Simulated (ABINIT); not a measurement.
Set up this calculation in ABINIT 10.8.3 (patched build), as the native input.

```
Task                : single point
Functional          : PBEsol
Potentials or basis : JTH PAW PBE v2.0
Cutoff              : 435 eV
k mesh              : 11 × 11 × 6
Occupations         : fermi-dirac, width 0.05 eV
Spin                : no spin polarisation
Fine-grid cutoff    : 870.764 eV
```

Ir:

```
CELL_PARAMETERS angstrom
2.75138 0.00000 0.00000
-1.37569 2.38276 0.00000
0.00000 0.00000 4.46229
ATOMIC_POSITIONS crystal
Ir 0.34445 0.66132 0.25713
Ir 0.64903 0.34504 0.74650
```

This isn't the form of Ir at room conditions, which is fcc.

The cell isn't the ideal one: atoms moved at random, drawn with an rms of 0.05 Å.

These files were run (other wordings do the same):

run.abi

```
pp_dirpath "./"
pseudos "Ir.GGA_PBE-JTH.xml"

acell 3*1.0 Angstrom
rprim
     2.7513778946     0.0000000000     0.0000000000
    -1.3756889473     2.3827631521     0.0000000000
     0.0000000000     0.0000000000     4.4622900000
ntypat 1
znucl 77
natom 2
typat 1 1
xred
     0.3444510000     0.6613210000     0.2571310000
     0.6490330000     0.3450400000     0.7464990000
chkprim 0
chksymtnons 0
tolsym 1.0e-6

ecut 16.0
pawecutdg 32.0
pawxcdev 0

kptopt 1
ngkpt 11 11 6
nshiftk 1
shiftk 0.0 0.0 0.0

ixc -116133

nband 19
occopt 3
tsmear 0.00183747

nstep 100
tolvrs 1.0e-9

iomode 3
prtwf 0
prtden 0
prteig 0
prtebands 0
enunit 2
```

Potentials or basis: JTH PAW PBE v2.0.

The run is started by

```bash
$ abinit run.abi > log 2>&1
```

Results of the run:

- Pressure: -11.0 GPa
- Largest force: 0.763 eV/Å
- Band gap on the k mesh: none (metal or under the smearing width)

Caveat: the PAW data sets were made with another functional, which shifts forces and pressure a little; the atomic spheres overlap.

Wall time 2.1 min on 1 thread of Arm Neoverse V2 (shared host), peak memory 0.21 GiB.
